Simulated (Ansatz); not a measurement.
GaAs:

```xyz
2
Lattice="0.0000 2.8268 2.8268 2.8268 0.0000 2.8268 2.8268 2.8268 0.0000" Properties=species:S:1:pos:R:3 pbc="T T T"
As    4.2403    4.2403    4.2403
Ga    0.0000    0.0000    0.0000
```

Program: Ansatz 0.2.0. Alike in all runs: cell as given; smearing fermi-dirac 0.05 eV; basis error allowed 0.001 eV/atom.

Problem. Order these runs on this cell by their band gap on the k mesh, lowest first.
A. level LDA; potentials or basis all-electron LAPW, relativistic spinors; spin SOC, no magnetisation; k mesh 6 × 6 × 6; cutoff (eV) 317
B. level PBEsol; potentials or basis all-electron LAPW, relativistic spinors; spin SOC, no magnetisation; k mesh 6 × 6 × 6; cutoff (eV) 316
C. level PBE; potentials or basis all-electron LAPW, scalar-relativistic; spin off; k mesh 8 × 8 × 8; cutoff (eV) 316

Solution. A (0.17 eV), B (0.33 eV), C (0.52 eV).

A k mesh can miss the band edges.

Not every run made on this cell is shown here.
